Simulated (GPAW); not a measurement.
# TaN (P-6m2) in GPAW: relaxation of cell and atoms with PBE+D4

Aim: the relaxation of cell and atoms of TaN with PBE+D4.

Program: GPAW 26.7.0. These are calculated values, not measurements. Logs are shortened: lines on timing, memory, paths and dates and some standing lists are left out, and cuts for length are marked. The log counts tension as positive stress, the text compression.

### 1 The crystal as given

Symmetry: P-6m2, No. 187, hexagonal system. Conventional cell: a = 2.938 Å, b = 2.938 Å, c = 2.883 Å, α = 90.00°, β = 90.00°, γ = 120.00°. Ta (site symmetry -6m2) has 6 N at 2.23 Å as nearest neighbours. Around N (site symmetry -6m2) lie 6 Ta at 2.23 Å.

### 2 Relaxation of cell and atoms, PBE+D4

The input, run.py:

```python
from ase.calculators.mixing import SumCalculator
from ase.filters import FrechetCellFilter
from ase.io import write
from ase.optimize import BFGS
from ase.spacegroup import crystal
from dftd4.ase import DFTD4
from gpaw import GPAW, PW

# Ta 1b
# N 1e
atoms = crystal(['Ta', 'N'],
                basis=[[0.0, 0.0, 0.5],
                       [0.6666666667, 0.3333333333, 0.0]],
                spacegroup=187, setting=1,  # P-6m2
                cellpar=[2.938, 2.938, 2.883, 90.0, 90.0, 120.0],
                primitive_cell=True)

calc = GPAW(mode=PW(800),
            xc='PBE',
            kpts={'size': (7, 7, 7), 'gamma': True},
            occupations={'name': 'fermi-dirac', 'width': 0.05},
            nbands=19,
            convergence={'density': 1e-05, 'energy': 1e-05},
            maxiter=150,
            txt='gpaw.txt')
atoms.calc = SumCalculator([calc, DFTD4(method='pbe')])
opt = BFGS(FrechetCellFilter(atoms), trajectory='relax.traj', logfile='-')
done = opt.run(fmax=0.02, steps=40)
calc.write('gs.gpw')
write('result.traj', atoms)
print('Converged:', done)
print('Cell:', atoms.cell.cellpar().round(4))
print('Volume:', round(atoms.get_volume(), 4))
print(atoms.get_scaled_positions().round(5))
```

Potentials or basis: GPAW PAW data sets (gpaw-data 1.2.1), pw.

Launch:

```
OMP_NUM_THREADS=1 python run.py
```

gpaw.txt:

```text
__  _  _
 | _ |_)|_||  |
 |__||  | ||/\| - 26.7.0

Input parameters:
  mode=PW(ecut=800.0),
  convergence={'density': 1e-05, 'energy': 1e-05},
  kpts=MonkhorstPack(size=(7, 7, 7), gamma=True),
  maxiter=150,
  nbands=19,
  occupations=Occupations(name='fermi-dirac', width=0.05),
  xc=XC(name='PBE')

Diagonalizing LCAO Hamiltonian
Converting LCAO to pw mode

       Ta

           N

Atoms  # Å, Bohr magnetons
|   | symbol |        x |        y |        z |    initial magnetic moments |
|---|--------|----------|----------|----------|-----------------------------|
| 0 |     Ta | 0.000000 | 0.000000 | 1.441500 | ( 0.0000,  0.0000,  0.0000) |
| 1 |      N | 1.469000 | 0.848128 | 0.000000 | ( 0.0000,  0.0000,  0.0000) |

Unit cell  # Å
| periodic |         x |        y |        z |  lengths |     angles |
|----------|-----------|----------|----------|----------|------------|
|      yes |  2.938000 | 0.000000 | 0.000000 | 2.938000 |  90.000000 |
|      yes | -1.469000 | 2.544383 | 0.000000 | 2.938000 |  90.000000 |
|      yes |  0.000000 | 0.000000 | 2.883000 | 2.883000 | 120.000000 |

Number of symmetries: 12
Symmetry operations  # r_c * U_cc + t_c -> r_c
|    | kind |            matrix            |
|----|------|------------------------------|
|  0 |  σ   |  1, 1, 0,  0,-1, 0,  0, 0, 1 |
|  1 |  C2  |  1, 1, 0,  0,-1, 0,  0, 0,-1 |
|  2 |  E   |  1, 0, 0,  0, 1, 0,  0, 0, 1 |
|  3 |  σ   |  1, 0, 0,  0, 1, 0,  0, 0,-1 |
|  4 |  C3  |  0, 1, 0, -1,-1, 0,  0, 0, 1 |
|  5 |  S3  |  0, 1, 0, -1,-1, 0,  0, 0,-1 |
|  6 |  σ   |  0,-1, 0, -1, 0, 0,  0, 0, 1 |
|  7 |  C2  |  0,-1, 0, -1, 0, 0,  0, 0,-1 |
|  8 |  σ   | -1, 0, 0,  1, 1, 0,  0, 0, 1 |
|  9 |  C2  | -1, 0, 0,  1, 1, 0,  0, 0,-1 |
| 10 |  C3  | -1,-1, 0,  1, 0, 0,  0, 0, 1 |
| 11 |  S3  | -1,-1, 0,  1, 0, 0,  0, 0,-1 |

BZ-sampling:
  Number of BZ points: 343
  Number of IBZ points: 32

  Monkhorst-Pack size: [7, 7, 7]
  Monkhorst-Pack shift: [0, 0, 0]

K-points  # in reciprocal-cell coordinates
|     |                                coordinates |     weight |
|-----|--------------------------------------------|------------|
|   0 | (  0.00000000,   0.00000000,   0.00000000) | 0.00291545 |
|   1 | (  0.00000000,   0.00000000,   0.14285714) | 0.00583090 |
|   2 | (  0.00000000,   0.00000000,   0.28571429) | 0.00583090 |
|   3 | (  0.00000000,   0.00000000,   0.42857143) | 0.00583090 |
|   4 | (  0.14285714,   0.00000000,   0.00000000) | 0.01749271 |
|   5 | (  0.14285714,   0.00000000,   0.14285714) | 0.03498542 |
|   6 | (  0.14285714,   0.00000000,   0.28571429) | 0.03498542 |
|   7 | (  0.14285714,   0.00000000,   0.42857143) | 0.03498542 |
|   8 | (  0.28571429,  -0.14285714,   0.00000000) | 0.01749271 |
|   9 | (  0.28571429,  -0.14285714,   0.14285714) | 0.03498542 |
| ... |                                            |            |
|  31 | (  0.42857143,   0.42857143,   0.42857143) | 0.03498542 |

Plane wave coefficients: 1129
Cutoff: 800.0 eV

Spin-components: 1 (collinear spins)
Bands:           19
Projectors:      11
Spin-degeneracy: 2
Datatype:        complex128

Parallelization:
  kpt:    1
  domain: 1
  band:   1

Density:
  Valence electrons: 18.0
  Components: 1
  Grid points: [20 20 20]
  Charge: 0.0  # |e|

Potential:
  Grid points: [20 20 20]

species:
  Ta:
    name:    Tantalum
    Z:       73.0
    valence: 13
    core:    60
    charge:  0.0  # [|e|]
    compensation charges:
      type: gauss
      rc: 0.42  # [Å]
      lmax: 2
    cutoffs:
      filter: 2.36  # [Å]
      core: 3.45  # [Å]
    projectors
    | kind |    occ | energy [eV] | rcut [Å] |
    |------|--------|-------------|----------|
    |   5s |  2.000 |     -72.790 |    1.365 |
    |   6s |  2.000 |      -5.429 |    1.365 |
    |   5p |  6.000 |     -39.427 |    1.349 |
    |   6p |  0.000 |      -1.396 |    1.349 |
    |   5d |  3.000 |      -3.603 |    1.307 |
    |    d |        |      23.609 |    1.307 |

    Using partial waves for Ta as LCAO basis

  N:
    name:    Nitrogen
    Z:       7.0
    valence: 5
    core:    2
    charge:  0.0  # [|e|]
    compensation charges:
      type: gauss
      rc: 0.18  # [Å]
      lmax: 2
    cutoffs:
      filter: 1.11  # [Å]
      core: 0.96  # [Å]
    projectors
    | kind |    occ | energy [eV] | rcut [Å] |
    |------|--------|-------------|----------|
    |   2s |  2.000 |     -18.583 |    0.603 |
    |   2p |  3.000 |      -7.089 |    0.529 |
    |    s |        |       8.629 |    0.603 |
    |    p |        |      20.123 |    0.529 |
    |    d |        |       0.000 |    0.577 |

    Using partial waves for N as LCAO basis

Reference energy: -425654.162905  # eV

eigensolver:
  PPCG
  Converge bands: occupied
  niter=2

density mixing:
  MSR1-Mixer
  Pratt-step length: 0.05
  Maximum mixing coefficient: 0.75
  Old densities: 10
  SVD Regularization: 0.005
  Good broyden scale: 1.0
  Trust region scale: 1.0
  Backstep threshold: 4.0
  History deletion threshold: 6.0
  Fourier metric: weight=20.0, sigma=0.015

occupation numbers:
  Fermi-Dirac:
    width: 0.0500  # eV

poisson solver:
  ecut: 6400.0  # eV

xc functional:
  name: PBE with 2 nearest neighbor stencil

convergence criteria:
[... 6 lines left out ...]
|iter     | |      energy | eigst |  dens |
|---------|-|-------------|-------|-------|
|iter:   1| |  -21.885206 | -0.04 |       |
|iter:   2| |  -21.467080 | -2.48 | -0.96 |
|iter:   3| |  -20.557251 | -1.68 | -1.02 |
|iter:   4| |  -20.565451 | -3.11 | -1.63 |
|iter:   5| |  -20.574952 | -3.34 | -1.85 |
|iter:   6| |  -20.574949 | -4.84 | -2.77 |
|iter:   7| |  -20.574953c| -6.74 | -3.65 |
|iter:   8| |  -20.574953c| -7.58c| -4.10 |
|iter:   9| |  -20.574953c| -8.13c| -4.96 |
|iter:  10| |  -20.574953c| -9.00c| -5.65c|

Converged in 10 steps
Energy contributions relative to reference atoms: (reference = -425654.162905)

Energy contributions:
  Kinetic:          21.799376
  Coulomb:         -22.933773
  Zero:             -0.082511
  External:          0.000000
  Xc:              -19.357830
  Entropy:          -0.000429
  Spinorbit:         0.000000
  ----------------------------
  Free energy:     -20.575168
  Extrapolated:    -20.574953

dipole moment: (-4.719826, -9.437988, -7.155928)  # |e|*Ang

Fermi level: 14.301
Eigenvalues  # (at kpt = [0.000, 0.000, 0.000])
| band index |      eig [eV] | occ [0-2] |
|------------|---------------|-----------|
|          0 |       -54.136 |     2.000 |
|          1 |       -20.689 |     2.000 |
|          2 |       -20.418 |     2.000 |
|          3 |       -20.418 |     2.000 |
|          4 |        -3.547 |     2.000 |
|          5 |         9.640 |     2.000 |
[... 9 lines left out ...]
|         15 |        30.518 |     0.000 |
|         16 |        30.518 |     0.000 |
|        ... |               |           |
|         18 |        37.529 |     0.000 |

No gap
No difference between direct/indirect transitions

Stress tensor  # eV/Ang^3
|         x |         y |         z |
|-----------|-----------|-----------|
| -0.028518 | -0.000000 |  0.000000 |
| -0.000000 | -0.028518 |  0.000000 |
|  0.000000 |  0.000000 | -0.032674 |

Forces  # eV/Ang
|        x |       y |       z |
|----------|---------|---------|
|  0.00000 | 0.00000 | 0.00000 |  # Ta   0
| -0.00000 | 0.00000 | 0.00000 |  # N    1

# Writing to gs.gpw (mode='')
```

stdout:

```text
Step          Energy          fmax
BFGS:    0      -21.194938        0.012446
Converged: True
Cell: [  2.938   2.938   2.883  90.     90.    120.   ]
Volume: 21.5516
[[0.      0.      0.5    ]
 [0.66667 0.33333 0.     ]]
```

Run time: 7.7 s. Hardware: 1 thread of Intel Xeon 6975P-C (Granite Rapids), shared host; peak memory 0.16 GiB.

What came out:

```
Free energy                : -21.1952 eV
Pressure after relaxing    : -0.1 GPa
Band gap on the k mesh     : none (metal or under the smearing width)
Dispersion energy per atom : -0.310 eV
```

Stress tensor (GPa, compression positive):
```
-0.19  0.00  0.00
 0.00 -0.19  0.00
 0.00  0.00  0.09
```

Final structure:
```
Ta N
1.0
     2.93800    0.00000    0.00000
    -1.46900    2.54438    0.00000
     0.00000    0.00000    2.88300
Ta N
1 1
Direct
  0.00000 0.00000 0.50000
  0.66667 0.33333 0.00000
```

Levels at points of the mesh, in eV from the Fermi level:
```
           k point  band 7  band 8  band 9  band 10  band 11  band 12
(0.00, 0.00, 0.00)   -4.66   -4.29   -3.05     2.12     3.46     3.46
```

Caveat: the relaxation stopped at its first step, so nothing moved; later steps reuse the first step's grids; pairwise dispersion overbinds metals, which lowers pressure and volume. The run has no spin-orbit coupling, so splittings on Ta are missing.
